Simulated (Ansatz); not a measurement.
**Several inputs for AlAs with an As vacancy**

Cell: a supercell of AlAs (zinc blende type, F-43m) built from a COD entry, with all atoms left at the host's positions.

Space group F-43m (No. 216); a = 16.9824 Å.

| site | Wyckoff | site symmetry | x | y | z |
| --- | --- | --- | --- | --- | --- |
| Al1 | 16e | .3m | 0.4167 | 0.0833 | 0.4167 |
| Al3 | 24g | 2.mm | 0.7500 | 0.0833 | 0.7500 |
| Al5 | 48h | ..m | 0.7500 | 0.9167 | 0.5833 |
| Al14 | 4d | -43m | 0.7500 | 0.7500 | 0.7500 |
| Al18 | 16e | .3m | 0.0833 | 0.5833 | 0.9167 |
| As28 | 48h | ..m | 0.6667 | 0.0000 | 0.6667 |
| As31 | 16e | .3m | 0.8333 | 0.8333 | 0.6667 |
| As35 | 16e | .3m | 0.1667 | 0.6667 | 0.8333 |
| As41 | 24f | 2.mm | 0.0000 | 0.6667 | 0.0000 |

One atom of each set is listed; the run and its k-mesh use a cell of 53 atoms with edges of 12.01, 12.01, 12.01 Å.

Reference run. Level of theory: DFT, PBE, plane waves and PAW, scalar-relativistic, 420 eV cutoff, Γ-centred 2×2×2 k-points, Fermi–Dirac smearing 0.01 eV, cell charge +3 (Ansatz 0.2.0).

It gives V_zz (10²¹ V/m²) As28 5.79 (η 0.00), Al1 5.02 (η 0.00), among others. Each of these runs changes the input as listed (caps on SCF iterations aside):

A. scf.occupations.width: 0.01 → 0.1; scf.eigensolver.kind: not typed → davidson; basis.precision: not typed → f64; scf.mixing.preconditioner: not typed → resta
B. scf.occupations.method: fermi_dirac → gaussian; scf.occupations.width: 0.01 → 0.3

Q: How does each run end, and how far do the gradients move?

A: 

```csv
run,As28 V_zz (η),Al1 V_zz (η),"largest change of a gradient tensor, all atoms",note
A,5.26 (0.01),4.80 (0.00),0.54,converged
B,5.23 (0.01),4.79 (0.00),0.57,converged
```

Several of them move the gradients by like amounts.

Run A changes scf.occupations, basis.precision together, so the table can't tell their shares apart.

On the reference run: The run isn't spin-polarised, and a state with spin may lie lower. The defect repeats with the cell of 53 atoms, so it feels its images: sites between two images don't show the values beside a lone defect, and zeros or small values of η there can come from the images' arrangement. A uniform background compensates the cell's charge. The defect cell has no gap above 0.1 eV on its mesh, so the values can hang on the smearing and the k-mesh. The neighbours have not yet relaxed around the defect (largest force 0.36 eV/Å), so a real crystal will differ.
